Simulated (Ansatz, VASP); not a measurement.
# MgO (Periclase): VASP beside Ansatz

One calculation is typed for both programs; each brings its own data sets and cutoff. How far apart do they land?

Main program and level: Ansatz 0.2.0; plane waves, with VASP 6.6.1 beside it; single point at PBE.

The database entry behind the starting cell differs from later determinations by our own check (about 0.1 % long), so it need not match the best structure at ambient conditions.

**1. The structure**

The structure is cubic, space group Fm-3m (No. 225). The conventional cell has a = 4.217 Å, b = 4.217 Å, c = 4.217 Å, α = 90.00°, β = 90.00°, γ = 90.00°. Nearest to Mg lie 6 O at 2.11 Å. Nearest to O lie 6 Mg at 2.11 Å. Farther neighbours and most contacts between anions are not listed.

**2. VASP: single point, PBE**

With cell and atoms fixed, the geometry can't cause a difference; cores, projectors, grids and the points listed under the comparison can.

Lines of VASP's logs that name or quote its potential files are left out, and so is its time.

Input file INCAR:

```
SYSTEM = MgO
PREC = Accurate
ENCUT = 520
EDIFF = 1E-07
NELM = 100
ISMEAR = 0
SIGMA = 0.01
LREAL = .FALSE.
ALGO = Normal
GGA = PE
NBANDS = 10
LORBIT = 11
LWAVE = .FALSE.
LCHARG = .FALSE.
KPAR = 2
```

Input file POSCAR:

```
MgO
1.0
    0.0000000000      2.1085000000      2.1085000000
    2.1085000000      0.0000000000      2.1085000000
    2.1085000000      2.1085000000      0.0000000000
Mg O
1 1
Direct
    0.0000000000      0.0000000000      0.0000000000
    0.5000000000      0.5000000000      0.5000000000
```

Input file KPOINTS:

```
Automatic mesh
0
Gamma
8 8 8
0 0 0
```

Potentials, in the order of the species: Mg and O (PBE family, release 64).

The run is started by

```sh
$ mpirun -np 2 vasp_std
```

Numbers of over 12 decimals in the logs are rounded to 6 here.

What it wrote:

```text
[banner, memory and clock lines left out]
running    2 mpi-ranks, on    1 nodes
 distrk:  each k-point on    1 cores,    2 groups
 distr:  one band on    1 cores,    1 groups

 POSCAR found type information on POSCAR MgO
 POSCAR found :  2 types and       2 ions
 LDA part: xc-table for (Slater+PW92), standard interpolation
 POSCAR, INCAR and KPOINTS ok, starting setup
 FFT: planning ... GRIDC
 FFT: planning ... GRID_SOFT
 FFT: planning ... GRID
 WAVECAR not read
 entering main loop
       N       E                     dE             d eps       ncg     rms          rms(c)
DAV:   1     0.120462264606E+02    0.12046E+02   -0.47105E+03   668   0.706E+02
DAV:   2    -0.129402519098E+02   -0.24986E+02   -0.24437E+02   652   0.138E+02
DAV:   3    -0.134657953610E+02   -0.52554E+00   -0.52522E+00   698   0.178E+01
DAV:   4    -0.134668868890E+02   -0.10915E-02   -0.10915E-02   636   0.929E-01
DAV:   5    -0.134668904438E+02   -0.35547E-05   -0.35547E-05   670   0.526E-02    0.722E+00
DAV:   6    -0.119254617094E+02    0.15414E+01   -0.90854E+00   586   0.179E+01    0.224E+00
DAV:   7    -0.119126699585E+02    0.12792E-01   -0.49418E-02   614   0.218E+00    0.133E+00
DAV:   8    -0.119073398221E+02    0.53301E-02   -0.26531E-02   590   0.201E+00    0.207E-01
DAV:   9    -0.119070996832E+02    0.24014E-03   -0.35024E-04   654   0.144E-01    0.124E-01
DAV:  10    -0.119071239394E+02   -0.24256E-04   -0.40247E-04   626   0.163E-01    0.759E-03
DAV:  11    -0.119071254398E+02   -0.15004E-05   -0.16883E-06   628   0.118E-02    0.528E-03
DAV:  12    -0.119071253555E+02    0.84251E-07   -0.65556E-07   646   0.695E-03
   1 F= -.11907125E+02 E0= -.11907125E+02  d E =-.208129E-17
```

OUTCAR, selected parts (step 2):

```text
ion  position               nearest neighbor table
   1  0.000  0.000  0.000-   2 2.11   2 2.11   2 2.11   2 2.11   2 2.11   2 2.11
   2  0.500  0.500  0.500-   1 2.11   1 2.11   1 2.11   1 2.11   1 2.11   1 2.11

  LATTYP: Found a face centered cubic cell.
 ALAT       =     4.2170000000

 Subroutine GETGRP returns: Found 48 space group operations
 (whereof 48 operations were pure point group operations)

The static configuration has the point symmetry O_h .

 Found     29 irreducible k-points:

   k-points           NKPTS =     29   k-points in BZ     NKDIM =     29   number of bands    NBANDS=     10

   dimension x,y,z NGX =    24 NGY =   24 NGZ =   24
   dimension x,y,z NGXF=    48 NGYF=   48 NGZF=   48

   ENCUT  =  520.0 eV  38.22 Ry    6.18 a.u.   5.54  5.54  5.54*2*pi/ulx,y,z

   NELECT =       8.0000    total number of electrons

 k-points in reciprocal lattice and weights: Automatic mesh
   0.00000000  0.00000000  0.00000000       0.002
   0.12500000  0.00000000  0.00000000       0.016
   0.25000000  0.00000000  0.00000000       0.016
   0.37500000  0.00000000  0.00000000       0.016
   0.50000000  0.00000000  0.00000000       0.008
   0.12500000  0.12500000  0.00000000       0.012
   0.25000000  0.12500000  0.00000000       0.047
   0.37500000  0.12500000  0.00000000       0.047
   0.50000000  0.12500000  0.00000000       0.047
[...]
-0.37500000  0.50000000  0.12500000       0.023
  -0.25000000  0.50000000  0.25000000       0.012

 average (electrostatic) potential at core
       1 -35.0569       2 -69.5881

 E-fermi :   3.2158

 k-point     1 :       0.0000    0.0000    0.0000
  band No.  band energies     occupation
      1     -14.0848      2.00000
      2       3.1607      2.00000
      3       3.1607      2.00000
      4       3.1607      2.00000
      5       7.8529      0.00000
      6      18.9406      0.00000
      7      18.9406      0.00000
      8      18.9406      0.00000
      9      22.8479      0.00000
    ...

 k-point     2 :       0.1250    0.0000    0.0000
  band No.  band energies     occupation
      1     -13.9225      2.00000
      2       2.2077      2.00000
      3       3.0583      2.00000
      4       3.0583      2.00000
      5       8.7678      0.00000
      6      17.2626      0.00000
      7      19.2973      0.00000
      8      19.2973      0.00000
      9      23.6446      0.00000
    ...

 k-point     3 :       0.2500    0.0000    0.0000
  band No.  band energies     occupation
      1     -13.5010      2.00000
      2       0.5086      2.00000
      3       2.8222      2.00000
      4       2.8222      2.00000
      5      10.2165      0.00000
      6      15.7137      0.00000
      7      19.7844      0.00000
      8      19.7844      0.00000
      9      23.2555      0.00000
    ...

  Total        0.3936316      0.3936316      0.3936316     -0.0000000     -0.0000000     -0.0000000
  in kB       33.6395166     33.6395166     33.6395166     -0.0000000     -0.0000000     -0.0000000
  external PRESSURE =      33.6395166 kB  Pullay stress =       0.0000000 kB

  energy-cutoff  :      520.00
  volume of cell :       18.75
      direct lattice vectors                 reciprocal lattice vectors
     0.000000000  2.108500000  2.108500000    -0.237135404  0.237135404  0.237135404
     2.108500000  0.000000000  2.108500000     0.237135404 -0.237135404  0.237135404
     2.108500000  2.108500000  0.000000000     0.237135404  0.237135404 -0.237135404

 POSITION                                       TOTAL-FORCE (eV/Angst)
 -----------------------------------------------------------------------------------
      0.00000      0.00000      0.00000        -0.000000     -0.000000      0.000000
      2.10850      2.10850      2.10850         0.000000      0.000000     -0.000000
 -----------------------------------------------------------------------------------
    total drift:                               -0.000000     -0.000000      0.000000

  FREE ENERGIE OF THE ION-ELECTRON SYSTEM (eV)
  ---------------------------------------------------
  free  energy   TOTEN  =       -11.9071253555 eV

  energy  without entropy=      -11.9071253555  energy(sigma->0) =      -11.90712536

 total charge
# of ion       s       p       d       tot
------------------------------------------
    1        0.148   0.178   0.079   0.405
    2        1.542   3.559   0.000   5.101
--------------------------------------------------
tot          1.690   3.737   0.079   5.505

[... 3 further parts left out ...]
```

The run ends at a pressure of 3.36 GPa.

**3. Ansatz: single point, PBE**

Ansatz runs on its default PAW (the set named soft_2) files.

The same cell, functional, mesh and smearing now go to Ansatz, which takes its cutoff from its data sets.

Input file input.yaml:

```yaml
crystal:
  lattice:
    - [0.0, 2.1085, 2.1085]
    - [2.1085, 0.0, 2.1085]
    - [2.1085, 2.1085, 0.0]
  atoms:
    - { symbol: Mg, position: [0.0, 0.0, 0.0] }
    - { symbol: O, position: [0.5, 0.5, 0.5] }
hamiltonian:
  xc: pbe
  pseudopotentials: { kind: paw }
kpoints:
  mp_grid: { grid: [8, 8, 8] }
scf:
  occupations: { method: gaussian, width: 0.01 }
  n_extra_bands: 4
output:
  forces: true
  stress: true
  eigenvalues: true
  write_density: true
  write_potential: true
  elf: true
  volumetric_format: npy
```

The run is started by

```sh
$ ansatz run input.yaml --threads 2 --pin off --max-ram 4608MiB --backend cpu --events-out ev --progress --plain --runs-dir out
```

What it wrote:

```text
scf.n_extra_bands = 4 over 8 filled bands (N_el = 16.0): the run solves 12 bands
Engine: ansatz 0.2.0, aarch64-unknown-linux-gnu
Pseudopotentials: kind: paw
Pseudopotential: Mg, paw, valence charge 10, recommended cutoff 420 eV (normal), Mg.paw.azcp
Pseudopotential: O, paw, valence charge 6, recommended cutoff 420 eV (normal), O.paw.azcp
Functional definition: PBE
  parameter kappa = 0.804
  parameter beta = 0.066725
  exchange = pbe_x(kappa = kappa, mu = beta*pi^2/3)
  correlation = pbe_c(beta = beta)
Crystal: 2 atoms, lattice volume = 18.748 Å³
Basis set: ecut = 420 eV, 339 PW (Γ), exchange–correlation on 40×40×40 points (8 copies of the dense FFT grid, shifted against one another)
Bands: 12, of which v1, the nominal top of the filled ones, is band 8 counted from 1 (7 counted from 0)
Symmetry: 48 space group operations
Space group: Fm-3m (ITA 225), of the structure as read, at distance tolerance 2.7e-5 Å
k-points: 29 of 512
Non-local potential: Mg, projectors of the file, l = 0: 3, l = 1: 2, l = 2: 1
Non-local potential: O, projectors of the file, l = 0: 2, l = 1: 2, l = 2: 1
PAW form: soft (Blöchl's): semilocal exchange-correlation on the pseudo side does not see the compensation charge
PAW one-centre angular grid: Mg, 110 points (default); XC on 64 Gauss nodes
PAW one-centre angular grid: O, 110 points (default); XC on 64 Gauss nodes
Initial density: superposition of atomic densities (neutral atoms: chi_scale 0, normalization atom), corrected by the library's trained network
Initial wavefunctions: pseudopotential atomic-orbital guess
Functional: x = pbe(κ = 0.804, μ = 0.219515), c = pbe(β = 0.066725)
SCF iter   1: F=—  HF=-2494.131924 eV  |F-HF|=—  |Δ(HF+E_count)|=         —  Δρ=6.01e-4  dr2=1.27e-5  ethr=1.77e-3  ⟨swp⟩=6.0  Hψ=2066  notcnv=0
preconditioner: auto → none  [insulator: Δε(μ)=4.708 eV  Ē_g=18.502 eV  σ=0.010 eV  W_gap=1.00  n_scr=8 (ndim 8)  ℏωp=24.3 eV  f_vac=0.000  D(μ)=0.00/eV (n_scr^D=0)  ε∞_Penn≈2.7]
SCF iter   2: F=—  HF=-2494.132646 eV  |F-HF|=—  |Δ(HF+E_count)|=   7.22e-4  Δρ=4.21e-4  dr2=1.50e-5  ethr=7.91e-8  ⟨swp⟩=3.4  Hψ=1032  notcnv=0
SCF iter   3: F=—  HF=-2494.132662 eV  |F-HF|=—  |Δ(HF+E_count)|=   1.56e-5  Δρ=2.54e-4  dr2=4.65e-6  ethr=7.91e-8  ⟨swp⟩=2.0  Hψ=537  notcnv=0
SCF iter   4: F=—  HF=-2494.132682 eV  |F-HF|=—  |Δ(HF+E_count)|=   2.01e-5  Δρ=4.91e-5  dr2=2.25e-7  ethr=2.91e-8  ⟨swp⟩=2.0  Hψ=543  notcnv=0
iter 5 did not close the SCF: its close was put off for the readings that it lacked (scf_convergence_deferred on its scf_iter line)
SCF iter   5: F=-2494.132682 eV  HF=-2494.132682 eV  |F-HF|=2.64e-8  |Δ(HF+E_count)|=   3.63e-8  Δρ=1.49e-5  dr2=2.26e-8  ethr=1.40e-9  ⟨swp⟩=2.5  Hψ=567  notcnv=0
SCF iter   6: F=-2494.132682 eV  HF=-2494.132682 eV  |F-HF|=5.35e-9  |Δ(HF+E_count)|=   9.90e-9  Δρ=6.52e-6  dr2=4.81e-9  ethr=1.41e-10  ⟨swp⟩=4.8  Hψ=1768  notcnv=0
SCF 1 converged in 6 iterations: F = -2494.132682 eV  dr2 = 4.81e-9
  greatest PAW one-centre occupation: 1.000 electrons in one spin orbital (limit 2), on the Mg atom at site 0 (counted from 0), in its partial waves of l = 0
SCF converged after 6 iterations
Free energy (F): -2494.132682 eV
Harris-Foulkes:  -2494.132682 eV  (|F-HF|=5.35e-9)
Internal energy: -2494.132682 eV  (E = F + TS)
E sigma→0 (E₀):  -2494.132682 eV
Fermi energy:    10.445919 eV
--- Per-component energies (eV) ---
  E_band       = -293.272287
  E_kinetic    = 255.750350
  E_local      = -1604.634898  (includes V_loc(G=0)·N_el)
  E_nonlocal   = 142.806611
  E_hartree    = 555.153958
  E_xc         = -105.260236
  E_vxc        = -134.890696  (∫ρ·V_xc dr)
  E_paw        = -450.094111  (= ΣΔE_a)
  E_vpaw       = -62.612218  (= ΣTr[D̂ρ^β])
  E_aug_tail   = 0.002520  (compensation charges beyond the density's cutoff)
  E_ewald      = -1287.856876
  E_smearing   = -0.000000  (= −TS)
  E_closure    = -0.000000  (closes the sum)
  Σ components = -2494.132682   (vs F -2494.132682, Δ=0.00e0)
--- Forces (eV/Å), atoms counted from 1 ---
  atom   1  Mg    -0.00000000     0.00000000     0.00000000
  atom   2  O      0.00000000    -0.00000000     0.00000000
  max |Σ_I F_I| component: 1.86e-29 eV/Å
--- Stress (GPa, compression-positive) ---
        4.090906      -0.000000       0.000000
        0.000000       4.090906      -0.000000
       -0.000000       0.000000       4.090906
  P = ⅓ Tr σ = 4.0909 GPa (40.909 kbar)
--- Band table (eV; the first three rows and the last of 29) ---
  k-point 0: bands = [... 4 lower, -9.1430, 8.0914, 8.0914, 8.0914, 12.8004, 23.8927, 23.8927, 23.8927]
  k-point 1: bands = [... 4 lower, -8.9756, 7.1410, 7.9891, 7.9891, 13.7133, 22.2083, 24.2477, 24.2477]
  k-point 2: bands = [... 4 lower, -8.5420, 5.4464, 7.7544, 7.7544, 15.1632, 20.6567, 24.7386, 24.7386]
  k-point 28: bands = [... 4 lower, -7.5522, 5.1702, 5.1702, 6.3330, 19.7290, 19.7290, 20.2311, 23.5853]
```

Wall time 0.97 s (2 threads of Arm Neoverse N1, shared host); peak memory 0.25 GiB; 1.4 s of CPU time.

The run ends at a pressure of 4.09 GPa.

**4. Differences**

Known differences besides the potentials themselves: the data sets hold 16 valence electrons in Ansatz (default PAW (the set named soft_2) files) and 8 in VASP; the cutoff is 420 eV in Ansatz and 520 eV in VASP; VASP leaves aspherical gradient terms in its spheres out (LASPH is not set), Ansatz keeps them. Total energies have different zeros and are not compared.

Compared:

```
                                        quantity  Ansatz   VASP  difference
                                  pressure (GPa)    4.09   3.36       +0.73
pressure without Ansatz's Pulay correction (GPa)    3.49   3.36       +0.12
                          gap on the k mesh (eV)   4.709  4.692      +0.017
```

A gap on the mesh is an upper bound, since the band edges may lie between its points. Ansatz's pressure holds a Pulay correction of 0.61 GPa; VASP's holds none.

**5. Outcome**

- difference in gap on the k mesh (single point, PBE): 0.017 eV
- difference in pressure (single point, PBE): 0.73 GPa

What this shows: The difference in pressure is 0.73 GPa (single point, PBE), within the 1 GPa picked in this series as the mark of a large difference. How closely two codes agree says nothing of how well the functional describes the real material.

[Lines on the potential files, build, host, timing and source positions are cut from VASP's logs without a mark.]

[Logs are printed without paths, hosts, clocks, repeated set-up lines and the standing remarks that a program may print on its own settings, such as how far it seeks lower states.]

[Hosts, paths, dates, database ids (printed as entryN), source tags and the programs' standing remarks are cut or masked in the printed files.]
